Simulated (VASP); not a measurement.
Write an ASE script for VASP 6.6.1 that does the following.

```
Task                               : single point
Functional                         : HSE06
Dispersion                         : TS
Potentials or basis                : VASP PAW PBE potentials, release 64 (Ca_sv, H)
Cutoff                             : 600 eV
k mesh                             : 5 × 5 × 5
Occupations                        : gaussian, width 0.1 eV
Spin                               : no spin polarisation
Grid for exact exchange (PRECFOCK) : Fast
Screening parameter                : 0.200000 1/A
Further INCAR settings             : PREC = Normal; ALGO = Normal; EDIFF = 1.00e-07
```

The structure of CaH lies in CaH.cif:

```cif
data_CaH
_cell_length_a 3.63851694
_cell_length_b 3.63851694
_cell_length_c 3.63851694
_cell_angle_alpha 60.00000000
_cell_angle_beta 60.00000000
_cell_angle_gamma 60.00000000
_space_group_name_H-M_alt 'P1'
_space_group_name_Hall 'P 1'
_space_group_IT_number 1
loop_
_space_group_symop_operation_xyz
'x,y,z'
loop_
_atom_site_label
_atom_site_type_symbol
_atom_site_symmetry_multiplicity
_atom_site_Wyckoff_symbol
_atom_site_fract_x
_atom_site_fract_y
_atom_site_fract_z
_atom_site_occupancy
Ca1 Ca 1 a 0.5000000000 0.5000000000 0.5000000000 1
H1 H 1 a 0.0000000000 0.0000000000 0.0000000000 1
```

The cell was built by a generator and needn't be a form met in nature.

One way to write it, as run:

run.py

```python
from ase.calculators.vasp import Vasp
from ase.dft.bandgap import bandgap
from ase.io import read

atoms = read('CaH.cif')
calc = Vasp(
    directory='calc',
    xc='hse06',
    pp='PBE',
    setups='recommended',
    prec='Normal',
    encut=600,
    ediff=1e-07,
    ismear=0,
    sigma=0.1,
    lreal=False,
    lasph=True,
    nelm=60,
    algo='Normal',
    isif=2,
    lwave=False,
    lcharg=True,
    precfock='Fast',
    ivdw=2,
    lelf=True,
    lvhar=True,
    kpts=[5, 5, 5],
    gamma=True,
)
atoms.calc = calc

print('energy (eV):', atoms.get_potential_energy())
print('free energy (eV):', atoms.get_potential_energy(force_consistent=True))
print('forces (eV/A):')
print(atoms.get_forces())
print('stress (eV/A^3, Voigt):', atoms.get_stress())
print('Fermi level (eV):', calc.get_fermi_level())
gap, top, bottom = bandgap(calc)
print('band gap (eV):', gap, 'from (spin, k, band)', top, 'to', bottom)
```

Potentials or basis: VASP PAW PBE potentials, release 64 (Ca_sv, H).

Launch:

```sh
$ python run.py
```

Results of the run:

* Pressure: -4.7 GPa
* Band gap on the k mesh: none (metal or under the smearing width)
* Hirshfeld charges: Ca +0.14; H -0.14 e
* Dispersion energy per atom: -0.389 eV

Caveat: the k mesh is coarse (spacing up to 0.42 Å⁻¹), so the values aren't converged, least of all with exact exchange; atom-pairwise D2, TS and ULG terms overbind metals; the PAW data sets were made with another functional, which shifts forces and pressure a little; pairwise dispersion overbinds metals, which lowers pressure and volume.

It took 7.2 min on 1 thread of Intel(R) Xeon(R) Platinum 8259CL CPU @ 2.50GHz (Skylake/Cascade Lake), on a shared host, peak memory 0.25 GiB.
